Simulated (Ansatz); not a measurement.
# TiSe2: further runs on the relaxed cell

The task here is to estimate one member of a computed series from the others.

A COD entry behind a cell of this session may itself be a prediction, so a difference from it is no test against experiment.

Method: DFT PBE+D3(BJ), scalar-relativistic, plane waves, PAW, in Ansatz 0.2.0.

1 further run of the same task is left out (set aside as unsound or not needed).

## The structure to begin with

Symmetry: P-3m1, No. 164, trigonal system. Conventional cell: a = 3.481 Å, b = 3.481 Å, c = 5.873 Å, α = 90.00°, β = 90.00°, γ = 120.00°. Ti (site symmetry -3m) is surrounded by 6 Se at 2.54 Å. Se (site symmetry 3m) is surrounded by 3 Ti at 2.54 Å.

As a file:

```cif
data_structure
_symmetry_space_group_name_H-M 'P 1'
_symmetry_Int_Tables_number 1
_cell_length_a 3.4807
_cell_length_b 3.4807
_cell_length_c 5.8732
_cell_angle_alpha 90.000
_cell_angle_beta 90.000
_cell_angle_gamma 120.000
_cell_volume 61.62
loop_
_atom_site_label
_atom_site_type_symbol
_atom_site_fract_x
_atom_site_fract_y
_atom_site_fract_z
_atom_site_occupancy
Ti1 Ti 0.00000 0.00000 0.00000 1
Se1 Se 0.33333 0.66667 0.26467 1
Se2 Se 0.66667 0.33333 0.73533 1
```

It is the result of an earlier relaxation at this level (volume 20.54 Å³/atom; gap on the mesh: none (metal)).

The first run:

Input file input.yaml:

```yaml
crystal:
  lattice:
    - [3.4807141366, 0.0, 0.0]
    - [-1.7403570683, 3.0143868656, 0.0]
    - [0.0, 0.0, 5.8731574533]
  atoms:
    - { symbol: Ti, position: [0.0, 0.0, 0.0] }
    - { symbol: Se, position: [0.3333333333, 0.6666666667, 0.264667] }
    - { symbol: Se, position: [0.6666666667, 0.3333333333, 0.735333] }
basis:
  ecutwfc: 420
kpoints:
  mp_grid: { grid: [15, 15, 8] }
  band_path:
    path:
      - [[0.0, 0.0, 0.0], [0.5, 0.0, 0.0], [0.33333333, 0.33333333, 0.0], [0.0, 0.0, 0.0], [0.0, 0.0, 0.5], [0.5, 0.0, 0.5], [0.33333333, 0.33333333, 0.5], [0.0, 0.0, 0.5]]
      - [[0.5, 0.0, 0.5], [0.5, 0.0, 0.0]]
      - [[0.33333333, 0.33333333, 0.5], [0.33333333, 0.33333333, 0.0]]
    npoints: 14
hamiltonian:
  xc: pbe
  dispersion: d3bj
scf:
  occupations: { method: gaussian, width: 0.1 }
  n_extra_bands: 7
output:
  forces: true
  stress: true
  eigenvalues: true
  populations: true
  dos: { projected: true, de: 0.02, nscf_kmesh: { grid: [23, 23, 12] } }
  bader: true
  write_density: true
  write_potential: true
  elf: true
  volumetric_format: npy
```

On the command line:

```
$ ansatz run input.yaml --threads 2 --pin off --max-ram 5120MiB --backend cpu --events-out ev --progress --plain --runs-dir out
```

Steps of the session up to this table: Bands, states and charges; The cell under PBEsol; Relaxing with LDA; The cell under PBE.

One of the session's tables, all rows but one given; the rest of the session is left out.

It belongs to the step «One structure, several functionals». 

| functional | a (Å) | b (Å) | c (Å) | volume (Å³/atom) |
| --- | --- | --- | --- | --- |
| PBE+D3(BJ) | 3.481 | 3.481 | 5.873 | 20.54 |
| PBEsol | 3.473 | 3.473 | 5.955 | 20.73 |
| LDA | ? | ? | ? | ? |
| PBE | 3.539 | 3.539 | 6.743 | 24.38 |

Q: Estimate the row for LDA from the others.

The run gave: a (Å): 3.438; b (Å): 3.438; c (Å): 5.809; volume (Å³/atom): 19.82. In the column «a (Å)» it is the lowest.
